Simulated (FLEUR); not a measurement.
CdSe (Cadmoselite): equation of state with PBEsol

CdSe (Cadmoselite):

```
Cd Se
1.0
     4.30000    0.00000    0.00000
    -2.15000    3.72391    0.00000
     0.00000    0.00000    7.02000
Cd Se
2 2
Direct
  0.66667 0.33333 0.50000
  0.33333 0.66667 0.00000
  0.66667 0.33333 0.88500
  0.33333 0.66667 0.38500
```

* Program: FLEUR MaX-R8.1 (later development tree)
* Task: equation of state
* Functional: PBEsol
* Potentials or basis: all-electron
* Basis: FLAPW
* Kmax: 4.8 1/bohr
* k mesh: 7 × 7 × 4
* Occupations: fermi-dirac, width 0.05 eV
* Spin: no spin polarisation
* Gmax: 14.9 1/bohr
* Muffin-tin radii: Cd 2.4, Se 2.04 bohr
* lmax: Cd 10, Se 8
* lnonsphr: Cd 10, Se 8
* Local orbitals a species: Cd 5, Se 4

```json
{"Equilibrium volume": "28.20 Å³/atom", "Bulk modulus at fixed shape and positions": "52 GPa", "Pressure derivative of the bulk modulus": "4.7"}
```

Energy against volume, from the lowest point:
```csv
volume (Å³/atom),energy (meV/atom)
26.416,20.51
26.978,9.21
27.540,2.54
28.102,0.00
28.665,1.16
29.227,5.60
29.789,12.98
```

Caveat: the cell was scaled at fixed shape and fractional positions, which overstates the stiffness of a crystal with free parameters, most of all of layers and chains.
